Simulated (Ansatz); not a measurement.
# PbO2 under changes of volume

One of the cells (13.151 Å³/atom); the others are scaled copies at fixed shape and fractional positions:

```
CELL_PARAMETERS angstrom
0.00000 2.70199 2.70199
2.70199 0.00000 2.70199
2.70199 2.70199 0.00000
ATOMIC_POSITIONS crystal
Pb 0.00000 0.00000 0.00000
O 0.75000 0.75000 0.75000
O 0.25000 0.25000 0.25000
```

The cell comes from a database or a generator and needn't be the stable form of this composition.

| Item | Value |
| --- | --- |
| Program | Ansatz 0.2.0 |
| Functional | PBEsol |
| Potentials or basis | all-electron LAPW, scalar-relativistic |
| Cutoff | 291 eV (chosen from the basis error) |
| Basis error allowed | 0.002 eV/atom |
| k mesh | 9 × 9 × 9 |
| Occupations | fermi-dirac, width 0.05 eV |
| Spin | no spin polarisation |

| volume (Å³/atom) | energy over the lowest point (meV/atom) | pressure (GPa) |
| --- | --- | --- |
| 12.362 | 2.79 | 3.4 |
| 12.625 | 0.00 | 0.0 |
| 12.888 | 2.50 | -3.0 |
| 13.151 | 9.69 | -5.7 |
| 13.414 | 21.02 | -8.0 |
| 13.677 | 35.98 | -10.1 |
| 13.940 | ? | ? |

Problem. What does the run at 13.940 Å³/atom give?

Solution. Energy over the lowest point 54.13 meV/atom; pressure -11.9 GPa.

Worked out: A Birch-Murnaghan fit of order 3 (a polynomial in V^(-2/3)) to the other rows has its minimum at 12.63 Å³/atom with B0 = V·E''(V) = 155 GPa and B' = 5.0. It gives 54.16 meV/atom at 13.940 Å³/atom, against the run's 54.13, and -dE/dV = -12.0 GPa, against -11.9.

Energies are extrapolated to zero smearing.

The runs don't all hold the same shells in valence.
